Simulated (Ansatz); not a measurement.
# Hf: a sweep of one setting

```
Hf
1.0
     3.19670    0.00000    0.00000
    -1.59835    2.76842    0.00000
     0.00000    0.00000    5.05780
Hf
2
Cartesian
  0.0000 1.8456 1.2645
  1.5983 0.9228 3.7934
```

Atom numbers follow the list: Hf1, Hf2.

The cell is COD entry 9008501, as deposited and not checked against the literature; nothing was relaxed.

No spin–orbit coupling, which matters for the heavy atoms here.

Theory: Ansatz 0.2.0, DFT, PBE, all-electron LAPW, scalar-relativistic.

Settings: a Γ-centred 13×13×7 k mesh, Fermi–Dirac smearing of 0.05 eV, basis error target 0.5 meV/atom, no spin polarisation. One setting is then changed at a time.

| basis error target (meV/atom) | free energy less the base's (meV/atom) | P (GPa) | cutoff chosen (eV) |
| --- | --- | --- | --- |
| 0.5 (base) | 0.0 | 0.80 | 230 |
| 3 | ? | 0.81 | 186 |
| 10 | 1.5 | 0.82 | 158 |
| 30 | ? | 0.87 | 134 |
| 0.1 | -0.1 | 0.80 | 273 |

Question: Fill in "free energy less the base's (meV/atom)" for the row "30".

Answer: 4.9.

Question: What belongs in the row "3", column "free energy less the base's (meV/atom)"?

Answer: 0.4.
